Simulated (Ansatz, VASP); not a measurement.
One calculation of C, two programs

```xyz
2
Lattice="0.0000 1.7834 1.7834 1.7834 0.0000 1.7834 1.7834 1.7834 0.0000" Properties=species:S:1:pos:R:3 pbc="T T T"
C     0.0000    0.0000    0.0000
C     0.8917    0.8917    0.8917
```

This isn't the form of C at room conditions, which is graphite.

Alike in both runs: task single point; functional PBEsol; k mesh 8 × 8 × 8; no spin polarisation.

```csv
,VASP,Ansatz
version,VASP 6.6.1,Ansatz 0.2.0
potentials or method,"VASP PAW PBE potentials, release 64 (C)","plane waves, PAW"
plane-wave cutoff (eV),520,420
occupations,"gaussian, width 0.01 eV",fixed
valence electrons in the cell,8,8
```

|  | VASP | Ansatz | Ansatz less VASP |
| --- | --- | --- | --- |
| pressure (GPa) | -3.8 | -4.8 | -1.04 |

Caveats: the PAW data sets were made with another functional, which shifts forces and pressure a little (VASP).
